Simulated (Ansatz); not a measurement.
Consider Ga4P3N (quasi-random alloy, started on the GaP lattice) (P1).

The cell holds 32 atoms: 16 Ga, 12 P and 4 N. Cell: a = 8.924 Å, b = 8.936 Å, c = 8.915 Å, α = 109.3°, β = 109.3°, γ = 109.9°. It derives from GaP.

```cif
data_structure
_symmetry_space_group_name_H-M 'P 1'
_symmetry_Int_Tables_number 1
_cell_length_a 8.9236
_cell_length_b 8.9362
_cell_length_c 8.9148
_cell_angle_alpha 109.336
_cell_angle_beta 109.337
_cell_angle_gamma 109.912
_cell_volume 546.07
loop_
_atom_site_label
_atom_site_type_symbol
_atom_site_fract_x
_atom_site_fract_y
_atom_site_fract_z
_atom_site_occupancy
Ga1 Ga 0.99446 0.99874 0.99686 1
Ga2 Ga 0.24906 0.50360 0.29381 1
Ga3 Ga 0.52575 0.99875 0.49534 1
Ga4 Ga 0.79431 0.50624 0.74604 1
Ga5 Ga 0.74863 0.24950 0.00323 1
Ga6 Ga 0.01003 0.75671 0.25569 1
Ga7 Ga 0.25266 0.27985 0.50306 1
Ga8 Ga 0.47718 0.72211 0.75821 1
Ga9 Ga 0.49379 0.52625 0.99825 1
Ga10 Ga 0.70988 0.96500 0.23824 1
Ga11 Ga 0.02531 0.49648 0.52635 1
Ga12 Ga 0.25334 0.00574 0.74701 1
Ga13 Ga 0.24530 0.70975 0.96965 1
Ga14 Ga 0.50532 0.25738 0.25079 1
Ga15 Ga 0.75245 0.78919 0.50530 1
Ga16 Ga 0.97054 0.24686 0.71630 1
P17 P 0.00447 0.25919 0.99873 1
P18 P 0.25776 0.74251 0.24554 1
P19 P 0.51038 0.25685 0.50695 1
P20 P 0.74042 0.74222 0.74263 1
P21 P 0.75019 0.50626 0.99277 1
P22 P 0.99055 0.00539 0.25478 1
N23 N 0.25073 0.50551 0.52103 1
P24 P 0.50124 0.98510 0.74376 1
N25 N 0.48467 0.73960 0.99217 1
P26 P 0.75765 0.24404 0.26090 1
P27 P 0.99592 0.74366 0.50326 1
P28 P 0.24097 0.25875 0.74595 1
P29 P 0.25001 0.98582 0.99638 1
P30 P 0.49858 0.51564 0.25698 1
N31 N 0.74714 0.00541 0.49166 1
N32 N 0.01132 0.49187 0.74239 1
```

The structure was relaxed with LDA. The runs that relaxed it are not among those shown. PAW set soft_2, made with PBE.

Gaps computed with Ansatz 0.2.0 without a self-energy: LDA 0.31 eV, LDA+SOC 0.31 eV, r2SCAN 0.72 eV and HSE06 1.17 eV.

**Question.** What gap should G0W0 on LDA give (2×2×2 mesh, 971 empty bands, screening to 85 eV, default PAW files)?

About 0.86 eV: on its mesh the run moves the gap from 0.31 eV by +0.55 eV. Among the scalar-relativistic levels given, r2SCAN is nearest (−0.14 eV). Bands and cutoff are finite, so the gap is not at the basis limit. The miss can reach some tenths of an eV and take either sign; the mesh is an error of its own. The 2×2×2 mesh is coarse for this cell (its supercell is 18 Å along the shortest edge). The RPA ε∞ on it, from the LDA start, is 20.09, 25.13 and 58.27; such meshes misread the long-range screening, most where the gap is narrow. The RPA ε∞ on this mesh reaches over 25; with a narrow direct gap a coarse mesh can overstate it, and the correction is then too small. The many-body steps are scalar-relativistic: spin-orbit coupling is not in them.

[Paths, hosts, dates, memory and timing lines, banners, echoed tables and standing remarks are left out of the program output.]

[Logs are printed without paths, hosts, clocks, repeated set-up lines and the standing remarks that a program may print on its own settings, such as how far it seeks lower states.]

[Runs of the session that timed out or met a known fault of the program may be left out.]

[Cells called generated may have been cut or substituted from an entry of the Crystallography Open Database or the Materials Project.]

[Hosts, paths, dates, database ids (printed as entryN), source tags and the programs' standing remarks are cut or masked in the printed files.]
